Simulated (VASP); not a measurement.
VASP inputs for SiC (strained zincblende)

INCAR

```
EDIFF = 1E-7
PREC = Accurate
NELM = 120
LWAVE = .FALSE.
SIGMA = 0.01
LASPH = .TRUE.
ISIF = 2
IBRION = -1
ENCUT = 520
ALGO = Normal
METAGGA = R2SCAN
NBANDS = 11
LREAL = .FALSE.
LCHARG = .FALSE.
NSW = 0
ISMEAR = 0
```

KPOINTS

```
KPOINTS created by Atomic Simulation Environment
0
Gamma
10 10 10
0 0 0
```

KPOINTS_OPT

```
special points
7
Reciprocal
0.0000000000 0.0000000000 0.0000000000 1
-0.5000000000 -0.5000000000 0.0000000000 1
-0.3750000000 -0.3750000000 0.2500000000 1
-0.3750000000 0.0000000000 0.3750000000 1
0.0000000000 0.0000000000 0.5000000000 1
-0.5000000000 -0.2500000000 0.2500000000 1
0.0000000000 0.5000000000 0.5000000000 1
```

POSCAR

```
Si C
 1.0000000000000000
     0.0000000000000000    2.1562718274999999    2.1562718274999999
     2.1562718274999999    0.0000000000000000    2.1562718274999999
     2.1562718274999999    2.1562718274999999    0.0000000000000000
 Si  C
   1   1
Cartesian
  0.0000000000000000  0.0000000000000000  0.0000000000000000
  1.0781359137500000  1.0781359137500000  1.0781359137500000
```

VASP ran with the recommended PBE PAW datasets (8 valence electrons in the cell).

Task: Estimate the main results of this run.

Result: gap between bands v and c 1.70 eV; least direct gap 5.10 eV; pressure 7.1 GPa.

Band v is the last that the valence electrons fill when counted band by band, and c is the next. Levels in eV from the top of v:

| point | v−1 | v | c | c+1 |
| --- | --- | --- | --- | --- |
| Γ | 0.00 | 0.00 | 7.23 | 8.09 |
| X | -3.39 | -3.39 | 1.70 | 4.95 |
| K | -5.87 | -2.76 | 3.58 | 8.61 |
| L | -1.11 | -1.11 | 6.30 | 7.89 |
| W | -5.32 | -4.93 | 5.78 | 10.41 |
